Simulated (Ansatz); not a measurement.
## Ti2COS MXene monolayer in a perpendicular field

What dipole does a perpendicular field induce in the Ti2COS MXene monolayer? A positive field points along +c.

Program: Ansatz 0.2.0. Level of theory: plane-wave DFT, PBE-D3(BJ), Ansatz PAW (set soft_1); PAW set soft_1. Results are calculated unless marked as measured.

## (1) Starting point

The cell holds 5 atoms: 1 S, 2 Ti, 1 C and 1 O. Its edges and angles: a = 3.100 Å, b = 3.100 Å, c = 41.576 Å, α = 90.0°, β = 90.0°, γ = 120.0°. Vacuum lies along c.

Coordinates:

```cif
data_structure
_symmetry_space_group_name_H-M 'P 1'
_symmetry_Int_Tables_number 1
_cell_length_a 3.1002
_cell_length_b 3.1002
_cell_length_c 41.5758
_cell_angle_alpha 90.000
_cell_angle_beta 90.000
_cell_angle_gamma 120.000
_cell_volume 346.07
loop_
_atom_site_label
_atom_site_type_symbol
_atom_site_fract_x
_atom_site_fract_y
_atom_site_fract_z
_atom_site_occupancy
S1 S 0.33333 0.66667 0.43655 1
Ti2 Ti 0.66667 0.33333 0.47819 1
C3 C 0.00000 0.00000 0.50761 1
Ti4 Ti 0.33333 0.66667 0.53703 1
O5 O 0.66667 0.33333 0.56345 1
```

## (2) Relaxing the slab

The starting cell is a guess, so the in-plane lattice and the atoms are relaxed first, with the slab cut off from its images along the normal.

input.yaml

```yaml
crystal:
  lattice:
    - [3.10024, 0.0, 0.0]
    - [-1.55012, 2.6848865978, 0.0]
    - [0.0, 0.0, 41.5757761196]
  atoms:
    - { symbol: S, position: [0.3333333333, 0.6666666667, 0.4365522834] }
    - { symbol: Ti, position: [0.6666666667, 0.3333333333, 0.4781864768], spin: 1.0 }
    - { symbol: C, position: [0.0, 0.0, 0.5076091892] }
    - { symbol: Ti, position: [0.3333333333, 0.6666666667, 0.5370319017], spin: 1.0 }
    - { symbol: O, position: [0.6666666667, 0.3333333333, 0.5634477166] }
  periodic: [true, true, false]
magnetization:
  spin_polarized: true
kpoints:
  mp_grid: { grid: [12, 12, 1] }
hamiltonian:
  xc: pbe
  dispersion: d3bj
  pseudopotentials: { kind: paw, azcp: { folder: soft_1 } }
scf:
  occupations: { method: fermi_dirac, width: 0.05 }
  convergence: { dr2_threshold: 1.0e-09 }
relax:
  f_tol: 0.004
  max_steps: 90
  cell: {}
output:
  write_potential: true
  write_density: true
  volumetric_format: npy
```

Launch:

```
$ ansatz run input.yaml --threads 2 --pin off --max-ram 3072MiB --backend cpu --events-out ev --progress --plain --runs-dir out
```

Numbers of over 12 decimals in the logs are rounded to 6 here.

The program printed:

```text
Warning: relax.cell: scf.convergence.dr2_threshold = 1e-9 eV is looser than the 2.14271018868e-10 eV advised for a relaxation that steers and ends on the stress (1e-10 eV for each atom of the cell: 5, times the square of relax.cell.stress_2d_tol = 0.05 N/m over 15.3 Å (the atoms' height at the walk's start and 5 Å past either face), 3.273e-2 GPa, over a crystal's default 0.05). What an SCF threshold leaves in a stress goes as its square root, and in the free energy as the threshold itself, and one threshold admits the most on a small cell: [figures from the program's tests cut] Set scf.convergence.dr2_threshold to 2.14271018868e-10 eV or tighter. [rest of the remark cut]
Engine: ansatz 0.2.0, x86_64-unknown-linux-gnu
Pseudopotentials: kind: paw
Pseudopotential: S, paw, valence charge 6, recommended cutoff 420 eV (normal), soft_1/S.paw.azcp
Pseudopotential: Ti, paw, valence charge 12, recommended cutoff 420 eV (normal), soft_1/Ti.paw.azcp
Pseudopotential: C, paw, valence charge 4, recommended cutoff 420 eV (normal), soft_1/C.paw.azcp
Pseudopotential: O, paw, valence charge 6, recommended cutoff 420 eV (normal), soft_1/O.paw.azcp
Functional definition: PBE
  parameter kappa = 0.804
  parameter beta = 0.066725
  exchange = pbe_x(kappa = kappa, mu = beta*pi^2/3)
  correlation = pbe_c(beta = beta)
Crystal: 5 atoms, lattice volume = 346.068 Å³
Basis set: ecut = 420 eV, 6751 PW (Γ), exchange–correlation on 48×48×576 points (8 copies of the dense FFT grid, shifted against one another)
Bands: 26, of which v1, the nominal top of the filled ones, is band 20 counted from 1 (19 counted from 0)
Symmetry: 6 space group operations
Space group: P3m1 (ITA 156), of the structure as read, at distance tolerance 7.0e-5 Å
Magnetic group: BNS 156.49 (UNI 1279), of the structure as read, at distance tolerance 7.0e-5 Å
k-points: 19 of 144 (time reversal used)
Non-local potential: S, projectors of the file, l = 0: 2, l = 1: 2, l = 2: 1
Non-local potential: Ti, projectors of the file, l = 0: 3, l = 1: 2, l = 2: 3, l = 3: 1
Non-local potential: C, projectors of the file, l = 0: 2, l = 1: 2, l = 2: 1
Non-local potential: O, projectors of the file, l = 0: 2, l = 1: 2, l = 2: 1
PAW form: soft (Blöchl's): semilocal exchange-correlation on the pseudo side does not see the compensation charge
PAW one-centre angular grid: S, 110 points (default); XC on 64 Gauss nodes
PAW one-centre angular grid: Ti, 590 points (default); XC on 64 Gauss nodes
PAW one-centre angular grid: C, 110 points (default); XC on 64 Gauss nodes
PAW one-centre angular grid: O, 110 points (default); XC on 64 Gauss nodes
Initial density: superposition of atomic densities (neutral atoms: chi_scale 0, normalization atom)
Starting moments: Σ|m| = 2 μB on 2 of 5 sites
Initial wavefunctions: pseudopotential atomic-orbital guess
Functional: x = pbe(κ = 0.804, μ = 0.219515), c = pbe(β = 0.066725)
SCF iter   1: F=—  HF=-6731.621296 eV  |F-HF|=—  |Δ(HF+E_count)|=         —  Δρ=4.09e-2 (↑4.09e-2 ↓3.13e-2)  dr2=3.26e1  dr2_m=4.94e-1  M=0.700 μB ∫|m|=0.876 μB  β_m=0.30  ethr=3.10e-3  ⟨swp⟩=11.4  Hψ=7265  notcnv=0
Mixer restart at iter 1: flushing history
preconditioner: auto → LDOS  [metal: Δε(μ)=0.022 eV  Ē_g=9.124 eV  σ=0.050 eV  W_gap=0.11  n_scr=24 (ndim 8)  ℏωp=9.8 eV  f_vac=0.782  D(μ)=2.40/eV (n_scr^D=14)]
spin=Collinear: LDOS preconditioning applied to the charge; magnetization (m = ρ↑ − ρ↓) channel mixes plain (no charge-response kernel on spin).
SCF iter   2: F=—  HF=-6726.803294 eV  |F-HF|=—  |Δ(HF+E_count)|=    4.82e0  Δρ=2.09e-2 (↑2.09e-2 ↓1.37e-2)  dr2=7.05e0  dr2_m=2.72e-1  M=0.506 μB ∫|m|=0.752 μB  β_m=0.42  ethr=3.10e-3  ⟨swp⟩=4.9  Hψ=3110  notcnv=0  defer=29
SCF iter   3: F=—  HF=-6725.684772 eV  |F-HF|=—  |Δ(HF+E_count)|=    1.12e0  Δρ=6.77e-3 (↑6.67e-3 ↓6.77e-3)  dr2=1.58e-1  dr2_m=7.65e-2  M=0.242 μB ∫|m|=0.534 μB  β_m=0.61  ethr=3.10e-3  ⟨swp⟩=3.8  Hψ=2773  notcnv=0  defer=30
SCF iter   4: F=—  HF=-6725.920957 eV  |F-HF|=—  |Δ(HF+E_count)|=         —  Δρ=5.31e-3 (↑5.31e-3 ↓2.96e-3)  dr2=6.47e-2  dr2_m=4.65e-2  M=0.032 μB ∫|m|=0.202 μB  β_m=0.61  ethr=3.94e-4  ⟨swp⟩=4.5  Hψ=2541  notcnv=0  defer=32
SCF iter   5: F=—  HF=-6725.905869 eV  |F-HF|=—  |Δ(HF+E_count)|=   1.51e-2  Δρ=1.77e-3 (↑1.77e-3 ↓1.42e-3)  dr2=3.24e-3  dr2_m=7.44e-3  M=0.010 μB ∫|m|=0.119 μB  β_m=0.80  ethr=1.62e-4  ⟨swp⟩=3.2  Hψ=1840  notcnv=0  defer=31
SCF iter   6: F=—  HF=-6725.907684 eV  |F-HF|=—  |Δ(HF+E_count)|=   1.82e-3  Δρ=6.48e-4 (↑6.48e-4 ↓2.84e-4)  dr2=3.67e-3  dr2_m=4.58e-4  M=-0.000 μB ∫|m|=0.042 μB  β_m=0.73  ethr=8.11e-6  ⟨swp⟩=3.7  Hψ=2411  notcnv=0  defer=31
SCF iter   7: F=—  HF=-6725.907581 eV  |F-HF|=—  |Δ(HF+E_count)|=   1.03e-4  Δρ=2.84e-4 (↑1.77e-4 ↓2.84e-4)  dr2=6.40e-4  dr2_m=1.39e-4  M=-0.001 μB ∫|m|=0.025 μB  β_m=0.74  ethr=8.11e-6  ⟨swp⟩=3.0  Hψ=1731  notcnv=0  defer=31
SCF iter   8: F=—  HF=-6725.907641 eV  |F-HF|=—  |Δ(HF+E_count)|=   5.98e-5  Δρ=8.93e-5 (↑8.69e-5 ↓8.93e-5)  dr2=6.25e-5  dr2_m=1.68e-5  M=-0.001 μB ∫|m|=0.008 μB  β_m=0.68  ethr=1.60e-6  ⟨swp⟩=3.1  Hψ=1897  notcnv=0  defer=31
SCF iter   9: F=—  HF=-6725.907635 eV  |F-HF|=—  |Δ(HF+E_count)|=   5.86e-6  Δρ=2.60e-5 (↑2.08e-5 ↓2.60e-5)  dr2=1.63e-6  dr2_m=1.04e-6  M=-0.000 μB ∫|m|=0.002 μB  β_m=0.78  ethr=1.56e-7  ⟨swp⟩=3.3  Hψ=2154  notcnv=0  defer=31
SCF iter  10: F=—  HF=-6725.907639 eV  |F-HF|=—  |Δ(HF+E_count)|=   4.40e-6  Δρ=8.95e-6 (↑8.24e-6 ↓8.95e-6)  dr2=1.00e-6  dr2_m=8.86e-8  M=-0.000 μB ∫|m|=0.001 μB  β_m=0.72  ethr=4.07e-9  ⟨swp⟩=3.2  Hψ=2192  notcnv=0  defer=31
SCF iter  11: F=—  HF=-6725.907639 eV  |F-HF|=—  |Δ(HF+E_count)|=   1.79e-8  Δρ=4.06e-6 (↑4.06e-6 ↓2.69e-6)  dr2=1.70e-7  dr2_m=1.24e-8  M=-0.000 μB ∫|m|=0.000 μB  β_m=0.68  ethr=2.50e-9  ⟨swp⟩=2.8  Hψ=1680  notcnv=0  defer=31
SCF iter  12: F=—  HF=-6725.907639 eV  |F-HF|=—  |Δ(HF+E_count)|=   1.58e-7  Δρ=1.80e-6 (↑1.60e-6 ↓1.80e-6)  dr2=3.18e-8  dr2_m=5.85e-9  M=-0.000 μB ∫|m|=0.000 μB  β_m=0.68  ethr=4.25e-10  ⟨swp⟩=3.0  Hψ=1986  notcnv=0  defer=31
SCF iter  13: F=—  HF=-6725.907639 eV  |F-HF|=—  |Δ(HF+E_count)|=   3.01e-8  Δρ=7.43e-7 (↑7.43e-7 ↓5.67e-7)  dr2=4.24e-9  dr2_m=1.11e-9  M=-0.000 μB ∫|m|=0.000 μB  β_m=0.72  ethr=7.94e-11  ⟨swp⟩=3.4  Hψ=1880  notcnv=0  defer=32
SCF iter  14: F=—  HF=-6725.907639 eV  |F-HF|=—  |Δ(HF+E_count)|=   1.65e-8  Δρ=3.06e-7 (↑2.35e-7 ↓3.06e-7)  dr2=8.51e-10  dr2_m=1.22e-10  M=-0.000 μB ∫|m|=0.000 μB  β_m=0.69  ethr=1.06e-11  ⟨swp⟩=3.1  Hψ=1901  notcnv=0  defer=31
[...]
relax step   5: F+E_penalty+E_count = -6726.37916400 eV  Δ(F+E_penalty+E_count) = -3.820e-4 eV  max|allowed force component| = 2.324e-2 eV/Å  Δτ_max = 0.0040 Å  P = +0.073 N/m  Ω = 340.830 Å³  energy of the carried Pulay correction = +1.296e-3 eV  fix = [c, alpha, beta]  reactions: c +0.000 N/m  (9 SCF iters, accepted)
[...]
relax step   6: F+E_penalty+E_count = -6726.37911105 eV  Δ(F+E_penalty+E_count) = +5.295e-5 eV  max|allowed force component| = 1.548e-2 eV/Å  Δτ_max = 0.0014 Å  P = -0.042 N/m  Ω = 341.121 Å³  energy of the carried Pulay correction = +1.224e-3 eV  fix = [c, alpha, beta]  reactions: c -0.000 N/m  (8 SCF iters, accepted)
[...]
relax step   7: F+E_penalty+E_count = -6726.37914468 eV  Δ(F+E_penalty+E_count) = -3.363e-5 eV  max|allowed force component| = 1.031e-4 eV/Å  Δτ_max = 0.0005 Å  P = -0.002 N/m  Ω = 341.022 Å³  energy of the carried Pulay correction = +1.248e-3 eV  fix = [c, alpha, beta]  reactions: c -0.000 N/m  (7 SCF iters, accepted)
Initial wavefunctions: pseudopotential atomic-orbital guess (no wavefunctions were taken with the density)
iter 1 solved again at ethr=2.10e-7 eV; its pass at ethr=3.10e-3 eV (dr2=8.41e-5 eV) is discarded
SCF iter   1: F=—  HF=-6726.377933 eV  |F-HF|=—  |Δ(HF+E_count)|=         —  Δρ=1.33e-5 (↑1.33e-5 ↓1.33e-5)  dr2=1.32e-6  dr2_m=6.53e-12  M=0.000 μB ∫|m|=0.000 μB  β_m=0.65  ethr=2.10e-7  ⟨swp⟩=6.9  Hψ=12052  notcnv=0
spin=Collinear: LDOS preconditioning applied to the charge; magnetization (m = ρ↑ − ρ↓) channel mixes plain (no charge-response kernel on spin).
SCF iter   2: F=—  HF=-6726.378046 eV  |F-HF|=—  |Δ(HF+E_count)|=   1.13e-4  Δρ=5.04e-6 (↑5.04e-6 ↓5.03e-6)  dr2=2.58e-7  dr2_m=2.32e-12  M=0.000 μB ∫|m|=0.000 μB  β_m=0.54  ethr=3.30e-9  ⟨swp⟩=3.6  Hψ=2308  notcnv=0
SCF iter   3: F=—  HF=-6726.378046 eV  |F-HF|=—  |Δ(HF+E_count)|=   1.62e-7  Δρ=2.45e-6 (↑2.45e-6 ↓2.44e-6)  dr2=5.93e-8  dr2_m=1.04e-12  M=0.000 μB ∫|m|=0.000 μB  β_m=0.60  ethr=6.44e-10  ⟨swp⟩=3.0  Hψ=1489  notcnv=0
SCF iter   4: F=—  HF=-6726.378046 eV  |F-HF|=—  |Δ(HF+E_count)|=   1.01e-7  Δρ=4.92e-7 (↑4.92e-7 ↓4.90e-7)  dr2=8.46e-9  dr2_m=2.71e-13  M=0.000 μB ∫|m|=0.000 μB  β_m=0.60  ethr=1.48e-10  ⟨swp⟩=3.2  Hψ=1795  notcnv=0
SCF iter   5: F=—  HF=-6726.378046 eV  |F-HF|=—  |Δ(HF+E_count)|=   5.42e-8  Δρ=2.24e-7 (↑2.23e-7 ↓2.24e-7)  dr2=4.36e-10  dr2_m=9.40e-14  M=0.000 μB ∫|m|=0.000 μB  β_m=0.62  ethr=2.11e-11  ⟨swp⟩=3.1  Hψ=1850  notcnv=0
SCF iter   6: F=-6726.378046 eV  HF=-6726.378046 eV  |F-HF|=8.03e-9  |Δ(HF+E_count)|=   1.94e-8  Δρ=8.12e-8 (↑8.12e-8 ↓7.92e-8)  dr2=8.30e-11  dr2_m=2.74e-14  M=0.000 μB ∫|m|=0.000 μB  ethr=1.09e-12  ⟨swp⟩=11.1  Hψ=7918  notcnv=0
the starting moments were not kept: the SCF closed with an absolute magnetisation of 4.0e-7 μB, where they sum to 2 μB in size (2 sites). That is at most 0.1 of that sum. Measured as dr2_m measures the in/out step, that magnetisation stands 2.0e-14 eV from none, at or under the dr2_threshold of 1.0e-9 eV: it is no larger than a step whose dr2_m would equal this threshold.
SCF 8 converged in 6 iterations: F = -6726.378046 eV  dr2 = 8.30e-11
relax step   8: F+E_penalty+E_count = -6726.37804640 eV  Δ(F+E_penalty+E_count) = +1.098e-3 eV  max|allowed force component| = 5.044e-4 eV/Å  Δτ_max = 0.0000 Å  P = -0.031 N/m  Ω = 341.022 Å³  fix = [c, alpha, beta]  reactions: c -0.000 N/m  stress off target by 3.14e-2 N/m on what of the cell is left free  SCF on the basis re-selected at this cell (its energy is not comparable with the rows above)  (6 SCF iters)
basis re-selected at this cell: Δ(F+E_penalty+E_count) = +1.098e-3 eV, ΔP = -0.030 N/m vs the last step (what re-selecting the basis moved, of the pressure what is left beyond the Pulay correction that the steps carried, after the strain that the cell walked since its last selection, with what the two solves' SCF thresholds leave and, on support functions, any second-order correction that the steps lacked; it is no m [...]
WARN: The output density's exchange-correlation potential varies sharply where the density is thin. Do not read a vacuum level from v_tot or v_xc, or from such a field of the output density. On a cell that repeats whose density bears no net charge and no dipole along the vacuum's axis use v_es (v_loc + v_h of the components); under efield.dipole_correction with no amplitude use v_es + v_field, which holds any externa [...]
SCF converged after 6 iterations
Magnetization: 0.0000 μB (20.0000 up, 20.0000 down)
Absolute magnetization: 0.0000 μB (∫|ρ↑−ρ↓|, with the PAW one-centre terms)
Spin contamination: 0.0000 ħ² per cell (⟨S²⟩ above its minimum at these occupations)
Per-site moments (μB) at R_I (Å): [(-5.3558202211354514e-8, 0.986439), (8.739855986102191e-8, 0.881168), (-8.662257548356758e-8, 0.881168), (5.1462742195971296e-8, 0.818470), (-8.19491784944904e-9, 0.818470)]
Free energy (F): -6726.378046 eV
Harris-Foulkes:  -6726.378046 eV  (|F-HF|=8.03e-9)
Internal energy: -6726.369080 eV  (E = F + TS)
E sigma→0 (E₀):  -6726.373563 eV
Entropy (-TS):   -0.008966 eV (-1.793 meV/atom)
Fermi energy:    -5.784954 eV
--- Per-component energies (eV) ---
  E_band       = -1004.942700
  E_kinetic    = 920.863306
  E_local      = -150311.181747  (includes V_loc(G=0)·N_el)
  E_nonlocal   = 228.356418
  E_hartree    = 74543.285311
  E_xc         = -442.289151
  E_vxc        = -526.296729  (∫ρ·V_xc dr)
  E_paw        = -2952.418267  (= ΣΔE_a)
  E_vpaw       = -403.254824  (= ΣTr[D̂ρ^β])
  E_aug_tail   = 0.000644  (compensation charges beyond the density's cutoff)
  E_ewald      = 71288.483963
  E_disp       = -1.469558  (pairwise vdW)
  E_smearing   = -0.008966  (= −TS)
  E_closure    = 0.000000  (closes the sum)
  Σ components = -6726.378046   (vs F -6726.378046, Δ=0.00e0)
--- Forces (eV/Å), atoms counted from 1 ---
  atom   1  S      0.00000000     0.00000000     0.00001941
  atom   2  Ti    -0.00000000    -0.00000000     0.00001957
  atom   3  C      0.00000000     0.00000000    -0.00009511
  atom   4  Ti     0.00000000    -0.00000000     0.00050464
  atom   5  O      0.00000000    -0.00000000    -0.00044720
  max |Σ_I F_I| component: 1.31e-6 eV/Å
--- 2D stress c σ (N/m, compression-positive) ---
       -0.031437      -0.000000       0.000000
       -0.000000      -0.031437       0.000000
        0.000000       0.000000      -0.000000
  P = ½ c Tr σ = -0.0314 N/m
--- Band table (eV; the first three rows and the last of 38) ---
  k-point 0 ↑: bands = [... 16 lower, -7.6748, -7.0342, -5.1524, -5.1524, -4.8181, -4.8181, -4.5776, -4.0122, ... 2 higher]
  k-point 1 ↑: bands = [... 16 lower, -7.6836, -6.8551, -5.8582, -5.5785, -4.9918, -4.5349, -4.2172, -3.9116, ... 2 higher]
  k-point 2 ↑: bands = [... 16 lower, -7.7393, -7.3286, -6.6141, -6.0187, -5.2940, -4.4305, -3.9951, -3.7414, ... 2 higher]
  k-point 18 ↓: bands = [... 16 lower, -9.3586, -8.6258, -8.4078, -8.1229, -4.5033, -4.3166, -3.4154, -3.1678, ... 2 higher]
  the weakly bound empty levels are not read free of the cell's end (no_gap_told)
--- Relaxed structure (7 steps of the walk, 7 accepted, 1 SCFs on fresh bases) ---
  F+E_penalty+E_count = -6726.37804640 eV   max|allowed force component| = 5.044e-4 eV/Å   (the final SCF, on the basis selected at the relaxed cell)
  cell:  # Å, volume = 341.0224 Å³
    - [3.077556, -8.394801347948924e-19, 0]
    - [-1.538778, 2.665242, 0]
    - [0, 0, 41.5757761196]
  atoms:
    - { symbol: S, position: [0.333333, 0.666667, 0.439722] }
    - { symbol: Ti, position: [0.666667, 0.333333, 0.478217] }
    - { symbol: C, position: [4.3217984423559066e-19, 0, 0.506738] }
    - { symbol: Ti, position: [0.333333, 0.666667, 0.538455] }
    - { symbol: O, position: [0.666667, 0.333333, 0.559695] }
```

Wall time 94 s (2 threads of Intel Xeon Platinum 8559C (Emerald Rapids), shared host); peak memory 0.88 GiB; 3 min of CPU time.

Step by step:

```
step  energy less that of the first step (eV)  largest force component (eV/Å)  volume (Å³)
   1                                   0.0000                          3.3421       346.07
   2                                  -0.4481                          0.8999       345.16
   3                                  -0.4584                          0.5187       337.89
   4                                  -0.4711                          0.0710       341.40
   5                                  -0.4715                          0.0232       340.83
   6                                  -0.4715                          0.0155       341.12
   7                                  -0.4715                          0.0001       341.02
  8*                                  -0.4704                          0.0005       341.02
```

Relaxation steps marked * repeat the geometry before them on a plane-wave basis chosen anew for their cell, so energy and pressure can jump there.

The run keeps the 6 symmetry operations that it works with, so distortions that break them were not tested.

```
cell as run  before  after  change
      a (Å)   3.100  3.078  -0.7 %
      b (Å)   3.100  3.078  -0.7 %
```

The atoms that moved most (Å, along periodic axes as changes of fractional coordinates times the final cell, across vacuum about the mean position):

```
atom     dx     dy      dz  length
  O5  0.000  0.000  -0.156   0.156
  S1  0.000  0.000   0.132   0.132
 Ti4  0.000  0.000   0.059   0.059
  C3  0.000  0.000  -0.036   0.036
```

Final coordinates:

```cif
data_structure
_symmetry_space_group_name_H-M 'P 1'
_symmetry_Int_Tables_number 1
_cell_length_a 3.0776
_cell_length_b 3.0776
_cell_length_c 41.5758
_cell_angle_alpha 90.000
_cell_angle_beta 90.000
_cell_angle_gamma 120.000
_cell_volume 341.02
loop_
_atom_site_label
_atom_site_type_symbol
_atom_site_fract_x
_atom_site_fract_y
_atom_site_fract_z
_atom_site_occupancy
S1 S 0.33333 0.66667 0.43972 1
Ti2 Ti 0.66667 0.33333 0.47822 1
C3 C 0.00000 0.00000 0.50674 1
Ti4 Ti 0.33333 0.66667 0.53846 1
O5 O 0.66667 0.33333 0.55969 1
```

This step gave:

```
energy at zero smearing : -6726.3736 eV
```

The lattice constant a goes from 3.100 to 3.078 Å.

(Continued in part 2 of 2.)

[Logs are printed without paths, hosts, clocks, repeated set-up lines and the standing remarks that a program may print on its own settings, such as how far it seeks lower states.]

[Hosts, paths, dates, database ids (printed as entryN), source tags and the programs' standing remarks are cut or masked in the printed files.]

[Maps of the electrostatic potential energy from Ansatz leave out the sawtooth potential of an applied field or a dipole correction, so their vacuum need not be flat; planar profiles and work functions include it.]
